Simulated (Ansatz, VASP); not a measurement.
# One calculation of CdSe, two programs

Contents of INCAR:

```
SYSTEM = CdSe
PREC     = Accurate       ! precision mode
ENCUT    = 520            ! plane-wave cutoff, eV
EDIFF    = 1E-6           ! SCF threshold, eV
ISMEAR   = 0              ! smearing method
SIGMA    = 0.01           ! smearing width, eV
LREAL    = .FALSE.        ! projectors in reciprocal space
LASPH    = .TRUE.         ! aspherical terms in the spheres
NELM     = 100            ! most SCF steps
ALGO     = Normal         ! electronic algorithm
ISIF     = 2              ! what is computed and relaxed
LWAVE    = .FALSE.        ! write WAVECAR
LCHARG   = .TRUE.         ! write CHGCAR
GGA      = B5             ! functional
ALDAX    = 1.0          
AGGAX    = 1.0          
AGGAC    = 1.0          
ALDAC    = 0.0          
IVDW     = 12             ! dispersion correction
VDW_S6   = 1.0          
VDW_S8   = 2.6996       
VDW_A1   = 0.4298       
VDW_A2   = 4.2359       
LELF     = .TRUE.         ! ELF
LVHAR    = .TRUE.       
NBANDS   = 16             ! bands
```

Contents of KPOINTS:

```
Automatic mesh
0
G
  8 8 8
  0 0 0
```

POSCAR

```
CdSe
1.0
    0.0000000000      2.8152893338      2.8152893338
    2.8152893338      0.0000000000      2.8152893338
    2.8152893338      2.8152893338      0.0000000000
Cd Se
1 1
Direct
    0.0000000000      0.0000000000      0.0000000000
    0.5000000000      0.5000000000      0.5000000000
```

File input.yaml:

```yaml
crystal:
  lattice:
    - [0.0, 2.8152893338, 2.8152893338]
    - [2.8152893338, 0.0, 2.8152893338]
    - [2.8152893338, 2.8152893338, 0.0]
  atoms:
    - { symbol: Cd, position: [0.0, 0.0, 0.0] }
    - { symbol: Se, position: [0.5, 0.5, 0.5] }
kpoints:
  mp_grid: { grid: [8, 8, 8] }
scf:
  occupations: { method: fixed }
hamiltonian:
  xc: blyp
  dispersion: d3bj
  pseudopotentials: { kind: all_electron, lapw: { basis_error: 0.002 } }
output:
  forces: true
  stress: true
  eigenvalues: true
```

Change from the starting cell: volume scaled by 0.94.

Alike in both runs: task single point; functional BLYP; dispersion D3(BJ); k mesh 8 × 8 × 8; no spin polarisation.

|  | VASP | Ansatz |
| --- | --- | --- |
| version | VASP 6.6.1 | Ansatz 0.2.0 |
| potentials or method | VASP PAW PBE potentials, release 64 (Cd, Se) | all-electron LAPW, scalar-relativistic |
| plane-wave cutoff (eV) | 520 | see its input |
| occupations | gaussian, width 0.01 eV | fixed |

VASP gave:

| Property | Result |
| --- | --- |
| gap on the k mesh at the Fermi level (eV) | none |
| pressure (GPa) | 2.1 |
| dispersion energy (meV/atom) | -939.3 |

**Question.** Estimate Ansatz's values.

**Answer.** gap on the k mesh at the Fermi level (eV): none; pressure (GPa): 1.5; dispersion energy (meV/atom): -939.4.

A gap of «none» marks a metal or a gap that the smearing closes. Ansatz ran all-electron here, so the differences hold the error of VASP's frozen core and of both bases.

Caveats: pairwise dispersion overbinds metals, which lowers pressure and volume; the PAW data sets were made with another functional, which shifts forces and pressure a little (VASP).
